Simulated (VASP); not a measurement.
The system is BN.

```
B N
1.0
     2.49824    0.00000    0.00000
    -1.24912    2.16354    0.00000
     0.00000    0.00000    6.63570
B N
2 2
Direct
  0.33333 0.66667 0.25000
  0.66667 0.33333 0.75000
  0.33333 0.66667 0.75000
  0.66667 0.33333 0.25000
```

```yaml
Program: VASP 6.6.1
Task: relaxation of cell and atoms
Functional: rev-vdW-DF2
Potentials_or_basis: VASP PAW PBE potentials, release 64 (B, N)
Cutoff: 600 eV
k_mesh: 12 × 12 × 4
Occupations: gaussian, width 0.03 eV
Spin: no spin polarisation
```

At the start: pressure 3.2 GPa; volume 8.97 Å³/atom.

Question: Where does the relaxation end?

Answer: Over 9 steps the energy falls by 2.0 meV/atom and the volume is 8.83 Å³/atom (-1.6 %); space group P6_3/mmc (No. 194, to 0.05 Å).

The path:
```csv
step,energy change (eV),largest force (eV/Å),pressure (GPa),volume (Å³)
1,0.0000,0.0000,3.21,35.87
2,0.0141,0.0000,-6.55,36.80
3,-0.0057,0.0000,-0.32,36.19
4,-0.0057,0.0000,-0.28,36.19
5,-0.0061,0.0000,-0.24,36.12
6,-0.0069,0.0000,-0.16,35.91
7,-0.0080,0.0000,-0.01,35.51
8,-0.0070,0.0000,0.38,34.69
9,-0.0081,0.0000,0.07,35.30
```

Final structure:
```
B N
1.0
     2.51004    0.00000    0.00000
    -1.25502    2.17376    0.00000
     0.00000    0.00000    6.46968
B N
2 2
Direct
  0.33333 0.66667 0.25000
  0.66667 0.33333 0.75000
  0.33333 0.66667 0.75000
  0.66667 0.33333 0.25000
```

Caveat: the PAW data sets were made with another functional, which shifts forces and pressure a little.
